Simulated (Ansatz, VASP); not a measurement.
## One calculation of Al3Ni2, two programs

```xyz
5
Lattice="4.0031 0.0000 0.0000 -2.0016 3.4668 0.0000 0.0000 0.0000 4.8595" Properties=species:S:1:pos:R:3 pbc="T T T"
Al    0.0000    0.0000    0.0000
Al    0.0000    2.3112    3.1479
Al    2.0016    1.1556    1.7116
Ni    0.0000    2.3112    0.7074
Ni    2.0016    1.1556    4.1521
```

Alike in both runs: functional PBEsol; k mesh 12 × 12 × 8; occupations gaussian, width 0.1 eV; no spin polarisation.

Ansatz relaxed the structure, and its values are those at the end. VASP's run is a single point on that final structure, the one shown.

|  | VASP | Ansatz |
| --- | --- | --- |
| version | VASP 6.6.1 | Ansatz 0.2.0 |
| potentials or method | VASP PAW PBE potentials, release 64 (Al, Ni) | scalar-relativistic, plane waves, PAW |
| plane-wave cutoff (eV) | 520 | 420 |
| valence electrons in the cell | 29 | 45 |

|  | VASP | Ansatz | Ansatz less VASP |
| --- | --- | --- | --- |
| gap on the k mesh at the Fermi level (eV) | none | none | - |
| pressure (GPa) | 0.2 | 0.0 | -0.19 |
| rms of the force components (eV/Å) | 0.004 | 0.000 | -0.0038 |

A gap of «none» marks a metal or a gap that the smearing closes. The functional is the same, so the differences come from potentials, cutoffs and numerics. The two sets of potentials don't hold the same shells in valence.

Caveats: the PAW data sets were made with another functional, which shifts forces and pressure a little (VASP). Spin polarisation is off, so any magnetic state and its effect on volume and gap are missing.
